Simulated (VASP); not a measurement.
Here is a VASP 6.6.1 calculation.

The input INCAR:

```
SYSTEM = TiO2
ALGO = Normal
EDIFF = 1E-7
EDIFFG = -0.005
ENCUT = 600
GGA = PE
IBRION = 2
ISIF = 3
ISMEAR = 0
IVDW = 12
KPAR = 2
LASPH = .TRUE.
LCHARG = .FALSE.
LREAL = .FALSE.
LWAVE = .FALSE.
NELM = 80
NSW = 90
PREC = Accurate
SIGMA = 0.03
```

KPOINTS

```
k-points
0
G
  6 6 10
  0 0 0
```

File POSCAR:

```
TiO2                                    
1.0
    4.6092719854      0.0000000000      0.0000000000
    0.0000000000      4.6092719854      0.0000000000
    0.0000000000      0.0000000000      2.9572393893
  Ti              O             
     2     4
Direct
     0.0000000000000000    0.0000000000000000    0.0000000000000000
     0.5000000000000000    0.5000000000000000    0.5000000000000000
     0.3042165568786416    0.3042165568786416    0.0000000000000000
     0.1957834431213584    0.8042165568786416    0.5000000000000000
     0.6957834431213584    0.6957834431213584    0.0000000000000000
     0.8042165568786416    0.1957834431213584    0.5000000000000000
```

Potentials or basis: VASP PAW PBE potentials, release 64 (Ti_sv, O).

The run is started by

```bash
$ cat potpaw_PBE.64/Ti_sv/POTCAR potpaw_PBE.64/O/POTCAR > POTCAR
$ mpirun -np 2 vasp_std > vasp.out
```

(1) Estimate the dispersion energy per atom.

(2) What does it give for the band gap on the k mesh?

## Answers

(1) -0.247 eV.

(2) 1.83 eV, direct.

Caveat: the relaxation stopped at its first step, so nothing moved.
